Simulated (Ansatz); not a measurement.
# Cd (fcc type): the cost of one run

Program: Ansatz 0.2.0. Level of theory: DFT, PBE, PAW with Ansatz's default frozen-core files, scalar-relativistic. These are calculated values, not measurements.

### 1 Starting point

Symmetry: Fm-3m, No. 225, cubic system. The conventional cell has a = 4.521 Å, b = 4.521 Å, c = 4.521 Å, α = 90.00°, β = 90.00°, γ = 90.00°. Around Cd (site symmetry m-3m) lie 12 Cd at 3.20 Å.

Structure file:

```cif
data_structure
_symmetry_space_group_name_H-M 'Fm-3m'
_symmetry_Int_Tables_number 225
_cell_length_a 4.5213
_cell_length_b 4.5213
_cell_length_c 4.5213
_cell_angle_alpha 90.000
_cell_angle_beta 90.000
_cell_angle_gamma 90.000
_cell_volume 92.42
loop_
_atom_site_label
_atom_site_type_symbol
_atom_site_symmetry_multiplicity
_atom_site_Wyckoff_symbol
_atom_site_fract_x
_atom_site_fract_y
_atom_site_fract_z
_atom_site_occupancy
Cd1 Cd 4 a 0.00000 0.00000 0.00000 1
```

The file gives the conventional cell by its symmetry; the runs use the cell typed in the input.

### 2 Cell relaxed at zero pressure, PAW

Contents of input.yaml:

```yaml
crystal:
  lattice:
    - [0.0, 2.2606409543, 2.2606409543]
    - [2.2606409543, 0.0, 2.2606409543]
    - [2.2606409543, 2.2606409543, 0.0]
  atoms:
    - { symbol: Cd, position: [0.0, 0.0, 0.0] }
kpoints:
  mp_grid: { grid: [15, 15, 15] }
scf:
  occupations: { method: fermi_dirac, width: 0.05 }
hamiltonian:
  xc: pbe
  pseudopotentials: { kind: paw }
output:
  forces: true
  stress: true
relax:
  f_tol: 0.005
  max_steps: 40
  cell: {}
```

On the command line:

```
> ansatz run input.yaml --threads 1 --pin off --max-ram 3584MiB --backend cpu --events-out ev --progress --plain --runs-dir out
```

What time and memory should one allow on 1 thread of Arm Neoverse V2, shared host?

About 5.9 s, with a peak of 0.3 GiB.
